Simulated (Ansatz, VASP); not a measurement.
# MnO in VASP and in Ansatz

The input INCAR:

```
SYSTEM = MnO
ALGO = Normal
EDIFF = 1E-7
ENCUT = 520
GGA = PE
ISIF = 2
ISMEAR = -1
ISPIN = 2
LASPH = .True.
LCHARG = .False.
LMAXMIX = 4
LORBIT = 11
LREAL = .False.
LWAVE = .False.
MAGMOM = 4 0
NBANDS = 20
NELM = 120
PREC = Accurate
SIGMA = 0.05
```

Contents of KPOINTS:

```
k-points
0
Gamma
  10 10 10
  0 0 0
```

POSCAR

```
MnO
1.0
    0.0000000000      2.1785090927      2.1785090927
    2.1785090927      0.0000000000      2.1785090927
    2.1785090927      2.1785090927      0.0000000000
Mn O
1 1
Direct
    0.0000000000      0.0000000000      0.0000000000
    0.5000000000      0.5000000000      0.5000000000
```

input.yaml

```yaml
crystal:
  lattice:
    - [0.0, 2.1785090927, 2.1785090927]
    - [2.1785090927, 0.0, 2.1785090927]
    - [2.1785090927, 2.1785090927, 0.0]
  atoms:
    - { symbol: Mn, position: [0.0, 0.0, 0.0], spin: 4.0 }
    - { symbol: O, position: [0.5, 0.5, 0.5] }
hamiltonian:
  xc: pbe
  pseudopotentials: { kind: paw }
magnetization:
  spin_polarized: true
kpoints:
  mp_grid: { grid: [10, 10, 10] }
scf:
  occupations: { method: fermi_dirac, width: 0.05 }
output:
  forces: true
  stress: true
  eigenvalues: true
```

Change from the starting cell: volume scaled by 0.94.

Alike in both runs: task single point; functional PBE; k mesh 10 × 10 × 10; occupations fermi-dirac, width 0.05 eV; collinear spin, ferromagnetic start.

```csv
,VASP,Ansatz
version,VASP 6.6.1,Ansatz 0.2.0
potentials or method,"VASP PAW PBE potentials, release 64 (Mn_pv, O)",Ansatz PAW
plane-wave cutoff (eV),520,420
valence electrons in the cell,19,21
```

```tsv
	VASP	Ansatz	Ansatz less VASP
gap on the k mesh at the Fermi level (eV)	none	none	-
pressure (GPa)	6.9	6.5	-0.35
net moment per atom (μB)	2.29	2.29	0.000
size of the moment on the site where the two differ most (μB)	4.18	3.88	-0.306
```

Site moments also hang on the region over which each program counts them. A gap of «none» marks a metal or a gap that the smearing closes. With one functional, cell and mesh, what is left measures potentials, basis and numerics. The two sets of potentials don't hold the same shells in valence.

Caveats: a cell with one magnetic atom can't hold antiferromagnetic order, which such compounds often take; semilocal functionals often make such compounds metallic where correlation or magnetic order opens a gap, which also shifts bond lengths; the pressure holds a Pulay correction of +0.6 GPa for the finite cutoff (Ansatz).
